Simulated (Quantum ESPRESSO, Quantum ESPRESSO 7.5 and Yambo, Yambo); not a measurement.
**Quasiparticle gap of KBr (Fm-3m) in Yambo**

Aim: the G0W0 gap of KBr (Fm-3m) on PBE, step by step.

Method: PBE and many-body steps on it, plane waves, in Quantum ESPRESSO 7.5 and Yambo 5.3.0.

### 1. The starting structure

The structure is cubic, space group Fm-3m (No. 225). Conventional cell: a = 6.600 Å, b = 6.600 Å, c = 6.600 Å, α = 90.00°, β = 90.00°, γ = 90.00°. Nearest to K lie 6 Br at 3.30 Å. Br has 6 K at 3.30 Å nearest. Farther neighbours and most contacts between anions are not listed.

The cell and positions come from the Crystallography Open Database and are kept as given unless a step says otherwise.

### 2. Ground state

This step: Quantum ESPRESSO 7.5; DFT, PBE, plane waves, norm-conserving pseudopotentials.

The ground-state density comes first.

Input file pw.in:

```
&control
  calculation = 'scf'
  prefix = 'x'
  outdir = 'o'
  pseudo_dir = 'pseudo'
/
&system
  ibrav = 0
  nat = 2
  ntyp = 2
  ecutwfc = 66.0
  nbnd = 13
  force_symmorphic = .true.
/
&electrons
  conv_thr = 1e-10
  electron_maxstep = 80
  mixing_beta = 0.5
/
ATOMIC_SPECIES
  K 39.098 K.upf
  Br 79.904 Br.upf
CELL_PARAMETERS angstrom
  0.0000000000 3.3000000000 3.3000000000
  3.3000000000 0.0000000000 3.3000000000
  3.3000000000 3.3000000000 0.0000000000
ATOMIC_POSITIONS crystal
  K 0.0000000000 0.0000000000 0.0000000000
  Br 0.5000000000 0.5000000000 0.5000000000
K_POINTS automatic
  6 6 6 0 0 0
```

The run is started by

```
> OMP_NUM_THREADS=1 mpirun -n 4 pw.x -nk 4 -in pw.in > pw.out
```

Log:

```text
Program PWSCF v.7.5 starts

     This program is part of the open-source Quantum ESPRESSO suite
     for quantum simulation of materials; please cite
         "P. Giannozzi et al., J. Phys.:Condens. Matter 21 395502 (2009);
         "P. Giannozzi et al., J. Phys.:Condens. Matter 29 465901 (2017);
         "P. Giannozzi et al., J. Chem. Phys. 152 154105 (2020);
     in publications or presentations arising from this work. More details at
     Message from routine setup:
     using ibrav=0 with symmetry is DISCOURAGED, use correct ibrav instead

     G-vector sticks info

     bravais-lattice index     =            0
     lattice parameter (alat)  =       8.8192  a.u.
     unit-cell volume          =     485.0298 (a.u.)^3
     number of atoms/cell      =            2
     number of atomic types    =            2
     number of electrons       =        16.00
     number of Kohn-Sham states=           13
     kinetic-energy cutoff     =      66.0000  Ry
     charge density cutoff     =     264.0000  Ry
     scf convergence threshold =      1.0E-10
     mixing beta               =       0.5000
     number of iterations used =            8  plain     mixing
     Exchange-correlation= PBE
                           (   1   4   3   4   0   0   0)

     celldm(1)=   8.819172  celldm(2)=   0.000000  celldm(3)=   0.000000
     celldm(4)=   0.000000  celldm(5)=   0.000000  celldm(6)=   0.000000

     crystal axes: (cart. coord. in units of alat)
               a(1) = (   0.000000   0.707107   0.707107 )
               a(2) = (   0.707107   0.000000   0.707107 )
               a(3) = (   0.707107   0.707107   0.000000 )

     reciprocal axes: (cart. coord. in units 2 pi/alat)
               b(1) = ( -0.707107  0.707107  0.707107 )
               b(2) = (  0.707107 -0.707107  0.707107 )
               b(3) = (  0.707107  0.707107 -0.707107 )
     Pseudo is Norm-conserving + core correction, Zval =  9.0
     Generated using ONCVPSP code by D. R. Hamann
     Using radial grid of 2222 points,  6 beta functions with:
     Pseudo is Norm-conserving + core correction, Zval =  7.0
     Generated using ONCVPSP code by D. R. Hamann
     Using radial grid of 1098 points,  6 beta functions with:
     K                 9.00    39.09800     K ( 1.00)
     Br                7.00    79.90400     Br( 1.00)

     48 Sym. Ops., with inversion, found

   Cartesian axes

     site n.     atom                  positions (alat units)
         1        K      tau(   1) = (   0.0000000   0.0000000   0.0000000  )
         2        Br     tau(   2) = (   0.7071068   0.7071068   0.7071068  )

     number of k points=    16
                       cart. coord. in units 2pi/alat
        k(    1) = (   0.0000000   0.0000000   0.0000000), wk =   0.0092593
        k(    2) = (   0.1178511   0.1178511  -0.1178511), wk =   0.0740741
        k(    3) = (   0.2357023   0.2357023  -0.2357023), wk =   0.0740741
        k(    4) = (  -0.3535534  -0.3535534   0.3535534), wk =   0.0370370
        k(    5) = (   0.2357023   0.0000000  -0.0000000), wk =   0.0555556
        k(    6) = (   0.3535534   0.1178511  -0.1178511), wk =   0.2222222
        k(    7) = (  -0.2357023  -0.4714045   0.4714045), wk =   0.2222222
        k(    8) = (  -0.1178511  -0.3535534   0.3535534), wk =   0.2222222
        k(    9) = (   0.0000000  -0.2357023   0.2357023), wk =   0.1111111
        k(   10) = (   0.4714045   0.0000000  -0.0000000), wk =   0.0555556
     [... 4 further rows ...]
        k(   15) = (  -0.1178511  -0.3535534   0.5892557), wk =   0.2222222
        k(   16) = (  -0.7071068   0.2357023   0.0000000), wk =   0.1111111

     Dense  grid:    35149 G-vectors     FFT dimensions: (  45,  45,  45)

     Initial potential from superposition of free atoms

     starting charge      15.9807, renormalised to      16.0000
     Starting wfcs are    9 randomized atomic wfcs +    4 random wfcs

     per-process dynamical memory:    27.9 Mb

     Self-consistent Calculation

     iteration #  1     ecut=    66.00 Ry     beta= 0.50

     Threshold (ethr) on eigenvalues was too large:
     Diagonalizing with lowered threshold

     total energy              =     -91.82622742 Ry
     estimated scf accuracy    <       0.04595618 Ry

     iteration #  2     ecut=    66.00 Ry     beta= 0.50

     total energy              =     -91.83554852 Ry
     estimated scf accuracy    <       0.00223479 Ry

     iteration #  3     ecut=    66.00 Ry     beta= 0.50

     total energy              =     -91.83611047 Ry
     estimated scf accuracy    <       0.00054895 Ry

     iteration #  4     ecut=    66.00 Ry     beta= 0.50

     total energy              =     -91.83618256 Ry
     estimated scf accuracy    <       0.00001547 Ry

     iteration #  5     ecut=    66.00 Ry     beta= 0.50

     total energy              =     -91.83618905 Ry
     estimated scf accuracy    <       0.00000081 Ry

     iteration #  6     ecut=    66.00 Ry     beta= 0.50

     total energy              =     -91.83618952 Ry
     estimated scf accuracy    <       0.00000021 Ry

     iteration #  7     ecut=    66.00 Ry     beta= 0.50

     total energy              =     -91.83618955 Ry
     estimated scf accuracy    <       0.00000002 Ry

     iteration #  8     ecut=    66.00 Ry     beta= 0.50

     total energy              =     -91.83618955 Ry
     estimated scf accuracy    <          2.8E-09 Ry

     iteration #  9     ecut=    66.00 Ry     beta= 0.50

     End of self-consistent calculation

          k = 0.0000 0.0000 0.0000 (  4477 PWs)   bands (ev):

   -26.6620 -11.1781 -10.1389 -10.1389 -10.1389   1.1165   1.1165   1.1165
     5.5524   8.7245   8.7245   8.7245   9.5432

          k = 0.1179 0.1179-0.1179 (  4411 PWs)   bands (ev):

   -26.6606 -11.2290 -10.1403 -10.1403 -10.0705   0.7515   1.0279   1.0279
     6.2080   8.5846   9.0474   9.0475   9.8977

          k = 0.2357 0.2357-0.2357 (  4419 PWs)   bands (ev):

   -26.6578 -11.3163 -10.1430 -10.1430  -9.9476   0.1794   0.8617   0.8617
     7.3161   8.8367   9.9092   9.9092  10.7888

          k =-0.3536-0.3536 0.3536 (  4398 PWs)   bands (ev):

     [... further k-points ...]

     highest occupied, lowest unoccupied level (ev):     1.1165    5.5524

!    total energy              =     -91.83618955 Ry
     estimated scf accuracy    <          4.9E-11 Ry

     The total energy is the sum of the following terms:
     one-electron contribution =     -29.06516939 Ry
     hartree contribution      =      19.28282773 Ry
     xc contribution           =     -23.25597272 Ry
     ewald contribution        =     -58.79787517 Ry

     convergence has been achieved in   9 iterations

     XML data file, charge density, pseudopotentials, collected wavefunctions

=------------------------------------------------------------------------------=
   JOB DONE.
=------------------------------------------------------------------------------=
```

Run time: 5.1 s. Hardware: 4 MPI ranks of Arm Neoverse V2, shared host; peak memory 0.27 GiB.

Numbers from this step:

```
total energy               : -1249.4950 eV
gap                        : 4.436 eV
k of the valence top       : 0, 0, 0
k of the conduction bottom : 0, 0, 0
least direct gap           : 4.436 eV
```

The gap is direct, at Γ.

### 3. Bands along the symmetry lines

Levels along a band path, at the cheap level, show where the edges lie and whether the meshes to come will hold them.

Input file pw.in:

```
&control
  calculation = 'bands'
  prefix = 'x'
  outdir = 'o'
  pseudo_dir = 'pseudo'
/
&system
  ibrav = 0
  nat = 2
  ntyp = 2
  ecutwfc = 66.0
  nbnd = 14
  force_symmorphic = .true.
/
&electrons
  conv_thr = 1e-9
  electron_maxstep = 80
  diago_full_acc = .true.
  diago_thr_init = 5e-6
/
ATOMIC_SPECIES
  K 39.098 K.upf
  Br 79.904 Br.upf
CELL_PARAMETERS angstrom
  0.0000000000 3.3000000000 3.3000000000
  3.3000000000 0.0000000000 3.3000000000
  3.3000000000 3.3000000000 0.0000000000
ATOMIC_POSITIONS crystal
  K 0.0000000000 0.0000000000 0.0000000000
  Br 0.5000000000 0.5000000000 0.5000000000
K_POINTS crystal
  50
  0.00000000 0.00000000 0.00000000 1
  0.06250000 0.00000000 0.06250000 1
  0.12500000 0.00000000 0.12500000 1
  0.18750000 0.00000000 0.18750000 1
  0.25000000 0.00000000 0.25000000 1
  0.31250000 0.00000000 0.31250000 1
  0.37500000 0.00000000 0.37500000 1
  0.43750000 0.00000000 0.43750000 1
  0.50000000 0.00000000 0.50000000 1
  0.51562500 0.03125000 0.51562500 1
  0.53125000 0.06250000 0.53125000 1
  0.54687500 0.09375000 0.54687500 1
  0.56250000 0.12500000 0.56250000 1
  0.57812500 0.15625000 0.57812500 1
  0.59375000 0.18750000 0.59375000 1
  0.60937500 0.21875000 0.60937500 1
  0.62500000 0.25000000 0.62500000 1
  0.37500000 0.37500000 0.75000000 1
  0.32812500 0.32812500 0.65625000 1
  0.28125000 0.28125000 0.56250000 1
  0.23437500 0.23437500 0.46875000 1
  0.18750000 0.18750000 0.37500000 1
  0.14062500 0.14062500 0.28125000 1
  0.09375000 0.09375000 0.18750000 1
  0.04687500 0.04687500 0.09375000 1
  0.00000000 0.00000000 0.00000000 1
  0.06250000 0.06250000 0.06250000 1
  0.12500000 0.12500000 0.12500000 1
  0.18750000 0.18750000 0.18750000 1
  0.25000000 0.25000000 0.25000000 1
  0.31250000 0.31250000 0.31250000 1
  0.37500000 0.37500000 0.37500000 1
  0.43750000 0.43750000 0.43750000 1
  0.50000000 0.50000000 0.50000000 1
  0.50000000 0.46875000 0.53125000 1
  0.50000000 0.43750000 0.56250000 1
  0.50000000 0.40625000 0.59375000 1
  0.50000000 0.37500000 0.62500000 1
  0.50000000 0.34375000 0.65625000 1
  0.50000000 0.31250000 0.68750000 1
  0.50000000 0.28125000 0.71875000 1
  0.50000000 0.25000000 0.75000000 1
  0.50000000 0.21875000 0.71875000 1
  0.50000000 0.18750000 0.68750000 1
  0.50000000 0.15625000 0.65625000 1
  0.50000000 0.12500000 0.62500000 1
  0.50000000 0.09375000 0.59375000 1
  0.50000000 0.06250000 0.56250000 1
  0.50000000 0.03125000 0.53125000 1
  0.50000000 0.00000000 0.50000000 1
```

Log:

```text
[banner, memory and clock lines left out]
Program PWSCF v.7.5 starts

     Atomic positions and unit cell read from directory:
     o/x.save/

     Message from routine setup:
     using ibrav=0 with symmetry is DISCOURAGED, use correct ibrav instead

     G-vector sticks info

     bravais-lattice index     =            0
     lattice parameter (alat)  =       8.8192  a.u.
     unit-cell volume          =     485.0298 (a.u.)^3
     number of atoms/cell      =            2
     number of atomic types    =            2
     number of electrons       =        16.00
     number of Kohn-Sham states=           14
     kinetic-energy cutoff     =      66.0000  Ry
     charge density cutoff     =     264.0000  Ry
     Exchange-correlation= PBE
                           (   1   4   3   4   0   0   0)

     celldm(1)=   8.819172  celldm(2)=   0.000000  celldm(3)=   0.000000
     celldm(4)=   0.000000  celldm(5)=   0.000000  celldm(6)=   0.000000

     crystal axes: (cart. coord. in units of alat)
               a(1) = (   0.000000   0.707107   0.707107 )
               a(2) = (   0.707107   0.000000   0.707107 )
               a(3) = (   0.707107   0.707107   0.000000 )

     reciprocal axes: (cart. coord. in units 2 pi/alat)
               b(1) = ( -0.707107  0.707107  0.707107 )
               b(2) = (  0.707107 -0.707107  0.707107 )
               b(3) = (  0.707107  0.707107 -0.707107 )
     Pseudo is Norm-conserving + core correction, Zval =  9.0
     Generated using ONCVPSP code by D. R. Hamann
     Using radial grid of 2222 points,  6 beta functions with:
     Pseudo is Norm-conserving + core correction, Zval =  7.0
     Generated using ONCVPSP code by D. R. Hamann
     Using radial grid of 1098 points,  6 beta functions with:
     K                 9.00    39.09800     K ( 1.00)
     Br                7.00    79.90400     Br( 1.00)

     48 Sym. Ops., with inversion, found

   Cartesian axes

     site n.     atom                  positions (alat units)
         1        K      tau(   1) = (   0.0000000   0.0000000   0.0000000  )
         2        Br     tau(   2) = (   0.7071068   0.7071068   0.7071068  )

     number of k points=    50
                       cart. coord. in units 2pi/alat
        k(    1) = (   0.0000000   0.0000000   0.0000000), wk =   0.0400000
        k(    2) = (   0.0000000   0.0883883   0.0000000), wk =   0.0400000
        k(    3) = (   0.0000000   0.1767767   0.0000000), wk =   0.0400000
[...]
[... 38 further rows ...]
        k(   49) = (   0.0441942   0.7071068   0.0000000), wk =   0.0400000
        k(   50) = (   0.0000000   0.7071068   0.0000000), wk =   0.0400000

     Dense  grid:    35149 G-vectors     FFT dimensions: (  45,  45,  45)

     The potential is recalculated from file :
     o/x.save/charge-density

     Starting wfcs are    9 randomized atomic wfcs +    5 random wfcs

     Band Structure Calculation

     End of band structure calculation

          k = 0.0000 0.0000 0.0000 (  4477 PWs)   bands (ev):

   -26.6620 -11.1780 -10.1389 -10.1389 -10.1389   1.1165   1.1165   1.1165
     5.5524   8.7245   8.7245   8.7245   9.5432   9.5432

          k = 0.0000 0.0884 0.0000 (  4409 PWs)   bands (ev):

   -26.6617 -11.1883 -10.1402 -10.1402 -10.1231   1.0295   1.1026   1.1026
     5.6888   8.6105   8.8236   8.8237   9.5722   9.6493

          k = 0.0000 0.1768 0.0000 (  4392 PWs)   bands (ev):

   -26.6609 -11.2107 -10.1441 -10.1441 -10.0874   0.8205   1.0644   1.0644
     6.0432   8.3287   9.1134   9.1134   9.6569   9.9484

          k =-0.0000 0.2652 0.0000 (  4404 PWs)   bands (ev):

[...]
k = 0.0000 0.4419-0.0000 (  4388 PWs)   bands (ev):

[...]
k =-0.0000 0.5303 0.0000 (  4368 PWs)   bands (ev):

[...]
k = 0.0000 0.6187-0.0000 (  4376 PWs)   bands (ev):

[...]
k = 0.4640 0.4640-0.0000 (  4402 PWs)   bands (ev):

[...]
k = 0.3315 0.3315-0.0000 (  4391 PWs)   bands (ev):

[...]
k = 0.3094 0.7071-0.0000 (  4376 PWs)   bands (ev):

[...]
k = 0.2210 0.7071-0.0000 (  4372 PWs)   bands (ev):

[...]
k = 0.1768 0.7071-0.0000 (  4360 PWs)   bands (ev):

[...]
k = 0.0442 0.7071 0.0000 (  4380 PWs)   bands (ev):

   -26.6548 -11.0848 -10.2287 -10.1753 -10.1693   0.3086   0.8216   0.8248
     7.0138   8.3520  10.4909  10.5592  10.7539  11.8636

          k = 0.0000 0.7071 0.0000 (  4360 PWs)   bands (ev):

   -26.6548 -11.0807 -10.2292 -10.1748 -10.1748   0.3048   0.8316   0.8316
     6.9865   8.3192  10.4709  10.6213  10.7717  11.8309

     XML data file, pseudopotentials, collected wavefunctions
```

The job ended after 6.3 s (4 MPI ranks; peak memory 0.22 GiB; 25 s of CPU time).

This step gave:

```
gap                        : 4.436 eV
k of the valence top       : 0, 0, 0
k of the conduction bottom : 0, 0, 0
least direct gap           : 4.436 eV
```

The gap is 4.436 eV, as in the run before at this level.

Electronic bands along the path, in eV, zero at the top of the highest filled band; v1 is the highest filled band, c1 the lowest empty one:

```tsv
point	v4	v3	v2	v1	c1	c2	c3	c4
Γ	-11.26	0.00	0.00	0.00	4.44	7.61	7.61	7.61
halfway	-11.17	-0.71	-0.16	-0.16	5.90	6.54	8.84	9.04
X	-11.29	-0.81	-0.28	-0.28	5.87	7.20	9.35	9.50
halfway	-11.26	-0.78	-0.40	-0.30	6.08	7.46	9.12	9.51
U	-11.18	-0.69	-0.64	-0.33	6.59	8.16	8.46	9.16
jump to K	-11.18	-0.69	-0.64	-0.33	6.59	8.16	8.46	9.16
halfway	-11.10	-0.78	-0.24	-0.24	6.16	7.28	8.38	8.88
Γ	-11.26	0.00	0.00	0.00	4.44	7.61	7.61	7.61
halfway	-11.12	-0.67	-0.17	-0.17	5.69	7.49	8.31	8.31
L	-11.01	-1.18	-0.33	-0.33	6.59	8.23	9.74	9.74
halfway	-11.09	-0.96	-0.47	-0.36	7.02	7.80	8.89	9.31
W	-11.16	-0.59	-0.59	-0.54	7.39	7.39	8.26	8.99
halfway	-11.22	-0.75	-0.41	-0.38	6.29	7.66	8.73	9.39
X	-11.29	-0.81	-0.28	-0.28	5.87	7.20	9.35	9.50
```

The electronic bands as a text plot (rows in eV, shown from -8.0 to 8.4 only):

```
    8.1 |+ ++            +++    +++++ ++ ++++  ++++++++  ++++
    7.4 |++++      ++++++   +++++++++++++++++++        +++++ ++++
    6.7 |    ++++++      +++  ++               ++++++++     +
    6.0 |     +++++++++++       +            ++              ++++
    5.3 |    +                   ++        ++
    4.7 |++++                      ++++++++
    4.0 |
    3.3 |
    2.6 |
    1.9 |
    1.2 |
    0.6 |
   -0.1 |************************************************    ****
   -0.8 |    **********************         *****   *************
   -1.5 |                                        ***
   -2.2 |
   -2.9 |
   -3.6 |
   -4.2 |
   -4.9 |
   -5.6 |
   -6.3 |
   -7.0 |
   -7.7 |
         Γ           X  U|K            Γ         L        W     X
```

(Part 1 of 3 ends here.)

[Paths, hosts, dates, memory and timing lines, banners, echoed tables and standing remarks are left out of the program output.]

[Logs are printed without paths, hosts, clocks, repeated set-up lines and the standing remarks that a program may print on its own settings, such as how far it seeks lower states.]

[Runs of the session that timed out or met a known fault of the program may be left out.]

[Hosts, paths, dates, database ids (printed as entryN), source tags and the programs' standing remarks are cut or masked in the printed files.]
